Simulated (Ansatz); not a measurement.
Ta2S:

```
Ta S
1.0
     2.80481    0.00000    0.00000
     0.00000    2.80481    0.00000
     0.00000    0.00000    7.53372
Ta S
2 1
Direct
  0.50000 0.50000 0.18593
  0.50000 0.50000 0.81407
  0.50000 0.50000 0.50000
```

The cell was built by a generator and needn't be a form met in nature.

| Quantity | Value |
| --- | --- |
| Program | Ansatz 0.2.0 |
| Task | relaxation of cell and atoms |
| Functional | LDA |
| Potentials or basis | Ansatz PAW |
| Cutoff | 420 eV (not typed: the program's choice for these potentials) |
| k mesh | 7 × 7 × 3 |
| Occupations | fermi-dirac, width 0.05 eV |
| Spin | no spin polarisation |

At the start: volume 19.76 Å³/atom.

Task: Where does the relaxation end?

Result: It ends after 7 steps and the volume is 18.38 Å³/atom (-7.0 %); space group P4/mmm (No. 123, to 0.05 Å).

Step by step:
```tsv
step	energy change (eV)	largest force (eV/Å)	volume (Å³)
1	0.0000	0.1201	59.27
2	-0.0095	0.6384	51.93
3	-0.1175	0.1045	55.60
4	-0.1198	0.0501	55.22
5	-0.1200	0.0179	55.14
6	-0.1200	0.0005	55.15
7	-0.1194	0.0004	55.15
```

Final structure:
```xyz
3
Lattice="2.7275 0.0000 0.0000 0.0000 2.7275 0.0000 0.0000 0.0000 7.4128" Properties=species:S:1:pos:R:3 pbc="T T T"
Ta    1.3638    1.3638    1.3798
Ta    1.3638    1.3638    6.0331
S     1.3638    1.3638    3.7064
```

Caveat: the plane-wave basis is chosen anew once the cell has moved, so the energies of steps on either side of that aren't comparable; the PAW data sets come from PBE, with cores solved anew for the run's functional, which leaves a small shift of forces and pressure.
